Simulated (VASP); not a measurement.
# TiN in VASP: further runs, part 2 of 2

VASP 6.6.1. Earlier steps stand in the parts before.

## (3) Relaxation of the atoms, PBE

INCAR

```
PREC = Accurate ; ENCUT = 520
EDIFF = 1E-6 ; ISMEAR = 1
SIGMA = 0.1 ; LREAL = F
LASPH = T ; NELM = 80
ALGO = Normal ; ISIF = 2
LWAVE = F ; LCHARG = F
LDIPOL = T ; IDIPOL = 3
DIPOL = 0.5 0.5 0.500 ; GGA = PE
IBRION = 2 ; NSW = 80
EDIFFG = -0.02 ; KPAR = 4
```

KPOINTS

```
Automatic mesh
0
Gamma
  13 13 1
```

POSCAR

```
TiN
1.0
    3.0042124600      0.0000000000      0.0000000000
    0.0000000000      3.0042124600      0.0000000000
    0.0000000000      0.0000000000     19.2485980000
Ti N
3 3
Direct
    0.5000000000      0.5000000000      0.3896387700
    0.0000000000      0.0000000000      0.5000000000
    0.5000000000      0.5000000000      0.6103612300
    0.0000000000      0.0000000000      0.3896387700
    0.5000000000      0.5000000000      0.5000000000
    0.0000000000      0.0000000000      0.6103612300
```

Potentials or basis: VASP PAW PBE potentials, release 64 (Ti_sv, N).

Launch:

```
$ cat potpaw_PBE.64/Ti_sv/POTCAR potpaw_PBE.64/N/POTCAR > POTCAR
$ mpirun -np 4 vasp_std > vasp.out
```

OUTCAR:

```text
PREC = Accurate
   ENCUT = 520
   EDIFF = 1E-6
   ISMEAR = 1
   LREAL = F
   LASPH = T
   NELM = 80
   ISIF = 2
   GGA = PE
   IBRION = 2
   NSW = 80
   EDIFFG = -0.02

 ion  position               nearest neighbor table
   1  0.500  0.500  0.390-   5 2.12   4 2.12   4 2.12   4 2.12   4 2.12
   2  0.000  0.000  0.500-   4 2.12   6 2.12   5 2.12   5 2.12   5 2.12   5 2.12
   3  0.500  0.500  0.610-   5 2.12   6 2.12   6 2.12   6 2.12   6 2.12
   4  0.000  0.000  0.390-   2 2.12   1 2.12   1 2.12   1 2.12   1 2.12
   5  0.500  0.500  0.500-   1 2.12   3 2.12   2 2.12   2 2.12   2 2.12   2 2.12
   6  0.000  0.000  0.610-   2 2.12   3 2.12   3 2.12   3 2.12   3 2.12

  LATTYP: Found a simple tetragonal cell.
 ALAT       =     3.0042124600
 C/A-ratio  =     6.4072026384

  Lattice vectors:

 A1 = (   3.0042124600,   0.0000000000,   0.0000000000)
 A2 = (   0.0000000000,   3.0042124600,   0.0000000000)
 A3 = (   0.0000000000,   0.0000000000,  19.2485980000)

Analysis of symmetry for initial positions (statically):
=====================================================================
 Subroutine PRICEL returns:
 Original cell was already a primitive cell.

 Routine SETGRP: Setting up the symmetry group for a
 simple tetragonal supercell.

 Subroutine GETGRP returns: Found 16 space group operations
 (whereof 16 operations were pure point group operations)
 out of a pool of 16 trial point group operations.

The static configuration has the point symmetry D_4h.

Analysis of symmetry for dynamics (positions and initial velocities):
=====================================================================
 Subroutine PRICEL returns:
 Original cell was already a primitive cell.

 Routine SETGRP: Setting up the symmetry group for a
 simple tetragonal supercell.

 Subroutine GETGRP returns: Found 16 space group operations
 (whereof 16 operations were pure point group operations)
[... 160 lines left out ...]

  energy without entropy =      -57.13606571  energy(sigma->0) =      -57.13460998

------------------------ aborting loop because EDIFF is reached ----------------------------------------

  FORCE on cell =-STRESS in cart. coord.  units (eV):
  Direction    XX          YY          ZZ          XY          YZ          ZX
  --------------------------------------------------------------------------------------
  -------------------------------------------------------------------------------------
  Total       -5.1357156     -5.1357156     -3.2500891      0.0000000      0.0000000     -0.0000000
  in kB      -47.3643035    -47.3643035    -29.9740523      0.0000000      0.0000000     -0.0000000
  external PRESSURE =     -41.5675531 kB  Pullay stress =       0.0000000 kB
[... 221 lines left out ...]
  FREE ENERGIE OF THE ION-ELECTRON SYSTEM (eV)
  ---------------------------------------------------
  free  energy   TOTEN  =       -57.5389739681 eV

  energy  without entropy=      -57.5378159483  energy(sigma->0) =      -57.53858796

 dipolmoment           0.000000      0.000000     -0.000000 electrons x Angstroem

--------------------------------------- Ionic step        7  -------------------------------------------

 number of electron      50.9999993 magnetization

------------------------ aborting loop because EDIFF is reached ----------------------------------------
[... 35 lines left out ...]
--------------------------------------- Ionic step        8  -------------------------------------------

 number of electron      50.9999992 magnetization

 dipolmoment           0.000000      0.000000      0.000000 electrons x Angstroem

 Free energy of the ion-electron system (eV)
  ---------------------------------------------------
  ext. energy  EPLUGINS =         0.00000000
  ---------------------------------------------------
  free energy    TOTEN  =       -57.53905983 eV

  energy without entropy =      -57.53788423  energy(sigma->0) =      -57.53866796

 E-fermi :   1.7693     XC(G=0):  -5.1430

 val. band max:        1.7623504897   @ k =   0.2308   0.0000   0.0000
 cond. band min:       1.7756766066   @ k =   0.3846   0.0769   0.0000
 fundamental gap:      0.0133261168
 Fermi energy:         1.7692848758

 k-point     1 :       0.0000    0.0000    0.0000
  band No.  band energies     occupation
      1     -56.0556      2.00000
      2     -56.0402      2.00000
      3     -55.7762      2.00000
      4     -32.5333      2.00000
      5     -32.4705      2.00000
      6     -32.1811      2.00000
[... 781 lines left out ...]
     29       3.4482     -0.00000
     30       3.8171      0.00000

 [... further k-points ...]

------------------------ aborting loop because EDIFF is reached ----------------------------------------

 vacuum level on the upper side and lower side of the slab       (xc-potential included)        -0.001        -0.001

  FORCE on cell =-STRESS in cart. coord.  units (eV):
  Direction    XX          YY          ZZ          XY          YZ          ZX
  --------------------------------------------------------------------------------------
  -------------------------------------------------------------------------------------
  Total       -4.7352877     -4.7352877     -0.0685963      0.0000000      0.0000000      0.0000000
  in kB      -43.6713448    -43.6713448     -0.6326320      0.0000000      0.0000000      0.0000000
  external PRESSURE =     -29.3251072 kB  Pullay stress =       0.0000000 kB
[... 21 lines left out ...]
  FREE ENERGIE OF THE ION-ELECTRON SYSTEM (eV)
  ---------------------------------------------------
  free  energy   TOTEN  =       -57.5390598263 eV

  energy  without entropy=      -57.5378842269  energy(sigma->0) =      -57.53866796

 reached required accuracy - stopping structural energy minimisation

 vacuum level on the upper side and lower side of the slab         4.712         4.712
```

It took 1.9 min on 4 MPI ranks of Intel Xeon 6975P-C (Granite Rapids), shared host; peak memory 0.35 GiB.

Results:

| Quantity | Value |
| --- | --- |
| Free energy | -57.5391 eV |
| Energy gained by relaxing | 67.5 meV/atom |
| Ionic steps | 8 |
| Largest force after relaxing | 0.017 eV/Å |
| Band gap on the k mesh | none (metal or under the smearing width) |

Forces in eV/Å, atoms in the order of the input:
```
Ti   0.000  0.000  0.017
Ti   0.000  0.000  0.000
Ti   0.000  0.000 -0.017
N    0.000  0.000 -0.009
N    0.000  0.000  0.000
N    0.000  0.000  0.009
```

Step by step:
```tsv
step	energy change (eV)	largest force (eV/Å)	pressure (GPa)
1	0.0000	1.8874	-4.16
2	-0.3566	0.9306	-3.41
3	-0.3913	0.5204	-2.81
4	-0.4048	0.0752	-3.06
5	-0.4049	0.0457	-3.03
6	-0.4051	0.0322	-2.99
7	-0.4052	0.0221	-2.93
8	-0.4052	0.0167	-2.93
```

Final structure:
```
CELL_PARAMETERS angstrom
3.00421 0.00000 0.00000
0.00000 3.00421 0.00000
0.00000 0.00000 19.24860
ATOMIC_POSITIONS crystal
Ti 0.50000 0.50000 0.39644
Ti 0.00000 0.00000 0.50000
Ti 0.50000 0.50000 0.60356
N 0.00000 0.00000 0.38588
N 0.50000 0.50000 0.50000
N 0.00000 0.00000 0.61412
```

## (4) Single point, PBE

INCAR

```
PREC = Accurate
ENCUT = 520
EDIFF = 1E-7
ISMEAR = 1
SIGMA = 0.1
LREAL = F
LASPH = T
NELM = 80
ALGO = Normal
ISIF = 2
LWAVE = F
LCHARG = F
LDIPOL = T
IDIPOL = 3
DIPOL = 0.5 0.5 0.500
GGA = PE
LVHAR = T
LVACPOTAV = T
ICORELEVEL = 1
KPAR = 4
```

KPOINTS is that of step 3.

POSCAR

```
TiN                                     
1.0
    3.0042124600      0.0000000000      0.0000000000
    0.0000000000      3.0042124600      0.0000000000
    0.0000000000      0.0000000000     19.2485980000
  Ti              N             
     3     3
Direct
     0.5000000000000000    0.5000000000000000    0.3964444562994952
     0.0000000000000000    0.0000000000000000    0.5000000000000000
     0.5000000000000000    0.5000000000000000    0.6035555437005049
     0.0000000000000000    0.0000000000000000    0.3858810154725072
     0.5000000000000000    0.5000000000000000    0.5000000000000000
     0.0000000000000000    0.0000000000000000    0.6141189845274928
```

Potentials or basis: VASP PAW PBE potentials, release 64 (Ti_sv, N).

Launch:

```
$ cat potpaw_PBE.64/Ti_sv/POTCAR potpaw_PBE.64/N/POTCAR > POTCAR
$ mpirun -np 4 vasp_std > vasp.out
```

OUTCAR:

```text
PREC = Accurate
   ENCUT = 520
   EDIFF = 1E-7
   ISMEAR = 1
   LREAL = F
   LASPH = T
   NELM = 80
   ISIF = 2
   GGA = PE

 ion  position               nearest neighbor table
   1  0.500  0.500  0.396-   5 1.99   4 2.13   4 2.13   4 2.13   4 2.13   2 2.91   2 2.91   2 2.91
                             2 2.91
   2  0.000  0.000  0.500-   5 2.12   5 2.12   5 2.12   5 2.12   6 2.20   4 2.20   3 2.91   3 2.91
                             1 2.91   3 2.91   1 2.91   1 2.91   3 2.91   1 2.91
   3  0.500  0.500  0.604-   5 1.99   6 2.13   6 2.13   6 2.13   6 2.13   2 2.91   2 2.91   2 2.91
                             2 2.91
   4  0.000  0.000  0.386-   1 2.13   1 2.13   1 2.13   1 2.13   2 2.20
   5  0.500  0.500  0.500-   1 1.99   3 1.99   2 2.12   2 2.12   2 2.12   2 2.12
   6  0.000  0.000  0.614-   3 2.13   3 2.13   3 2.13   3 2.13   2 2.20

  LATTYP: Found a simple tetragonal cell.
 ALAT       =     3.0042124600
 C/A-ratio  =     6.4072026384

  Lattice vectors:

 A1 = (   3.0042124600,   0.0000000000,   0.0000000000)
 A2 = (   0.0000000000,   3.0042124600,   0.0000000000)
 A3 = (   0.0000000000,   0.0000000000,  19.2485980000)

Analysis of symmetry for initial positions (statically):
[... 202 lines left out ...]
      1     -56.0544      2.00000
      2     -56.0390      2.00000
      3     -55.7752      2.00000
      4     -32.5322      2.00000
      5     -32.4694      2.00000
      6     -32.1799      2.00000
[... 781 lines left out ...]
     29       3.4494     -0.00000
     30       3.8181      0.00000

 [... further k-points ...]

------------------------ aborting loop because EDIFF is reached ----------------------------------------

  FORCE on cell =-STRESS in cart. coord.  units (eV):
  Direction    XX          YY          ZZ          XY          YZ          ZX
  --------------------------------------------------------------------------------------
  -------------------------------------------------------------------------------------
  Total       -4.7357519     -4.7357519     -0.0728862      0.0000000     -0.0000000      0.0000000
  in kB      -43.6756259    -43.6756259     -0.6721949      0.0000000     -0.0000000      0.0000000
  external PRESSURE =     -29.3411489 kB  Pullay stress =       0.0000000 kB

 VOLUME and BASIS-vectors are now :
 -----------------------------------------------------------------------------
  energy-cutoff  :      520.00
  volume of cell :      173.72
      direct lattice vectors                 reciprocal lattice vectors
     3.004212460  0.000000000  0.000000000     0.332865939  0.000000000  0.000000000
     0.000000000  3.004212460  0.000000000     0.000000000  0.332865939  0.000000000
     0.000000000  0.000000000 19.248598000     0.000000000  0.000000000  0.051951836

 POSITION                                       TOTAL-FORCE (eV/Angst)
 -----------------------------------------------------------------------------------
      1.50211      1.50211      7.63100        -0.000000      0.000000      0.016663
      0.00000      0.00000      9.62430        -0.000000     -0.000000     -0.000000
      1.50211      1.50211     11.61760         0.000000      0.000000     -0.016663
      0.00000      0.00000      7.42767         0.000000     -0.000000     -0.009745
      1.50211      1.50211      9.62430        -0.000000     -0.000000     -0.000000
      0.00000      0.00000     11.82093        -0.000000     -0.000000      0.009745
 -----------------------------------------------------------------------------------
    total drift:                                0.000000      0.000000      0.000000

  FREE ENERGIE OF THE ION-ELECTRON SYSTEM (eV)
  ---------------------------------------------------
  free  energy   TOTEN  =       -57.5390603042 eV

  energy  without entropy=      -57.5378851471  energy(sigma->0) =      -57.53866859

 vacuum level on the upper side and lower side of the slab         4.712         4.712
```

Run time: 31 s. Hardware: 4 MPI ranks of Intel Xeon 6975P-C (Granite Rapids), shared host; peak memory 0.34 GiB.

What came out:

```yaml
Free_energy: -57.5391 eV
Largest_force: 0.017 eV/Å
Band_gap_on_the_k_mesh: none (metal or under the smearing width)
Work_function_of_the_upper_face: 2.94 eV
Work_function_of_the_lower_face: 2.94 eV
```

Forces on the atoms (eV/Å):
```
Ti   0.000  0.000  0.017
Ti   0.000  0.000  0.000
Ti   0.000  0.000 -0.017
N    0.000  0.000 -0.010
N    0.000  0.000  0.000
N    0.000  0.000  0.010
```

Levels at points of the mesh, in eV from the Fermi level:
```csv
k point,band 21,band 22,band 23,band 24,band 25,band 26,band 27,band 28,band 29,band 30
"(0.00, 0.00, 0.00)",-2.81,-2.19,-2.19,-1.91,-1.91,-1.65,-0.64,-0.12,-0.12,0.33
```

Core levels (eV, on the scale of the bands):
```csv
atom,levels
1 Ti,"1s -4861.9, 2s -530.7, 2p -437.9"
2 Ti,"1s -4861.5, 2s -530.2, 2p -437.5"
3 Ti,"1s -4861.9, 2s -530.7, 2p -437.9"
4 N,1s -375.3
5 N,1s -376.0
6 N,1s -375.3
```
